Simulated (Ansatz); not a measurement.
Values for one crystal, relaxed and computed with plane-wave PAW LDA (Ansatz code); other levels are named.

| Quantity | Value |
|---|---|
| Volume per atom | 11.86 Å³ |
| Band gap | 1.61 eV (indirect) |
| Conduction-band minimum | at Γ |
| Electron effective mass | 0.90, 0.90, 3.7 mₑ (principal values) |
| Valence-band maximum | at M |
| Static dielectric constant ε0 (ions relaxed, cell fixed) | 24.2 (xx = yy), 16.8 (zz) |
| Electronic dielectric constant ε∞ (DFPT) | 6.32 (xx = yy), 7.53 (zz) |

Question: Which of these materials gives this?
(A) MgF2, rutile
(B) KF, CsCl type
(C) TiNF, I4_1md (Ti on 4a, N on 4a, F on 4a)
(D) CaZrN2, R-3m (Ca on 3a, Zr on 3b, N on 6c)

Answer: C, TiNF, I4_1md (Ti on 4a, N on 4a, F on 4a)

The workflow started from a Materials Project entry (that database holds measured and hypothetical structures alike); the Crystallography Open Database copy checked does not list it. Its standing as an ambient phase is unchecked. The LDA relaxation kept the symmetry of its start; its stability against distortions is not shown here. No spin polarisation was allowed.

Potentials: the later of the program's two PAW sets.
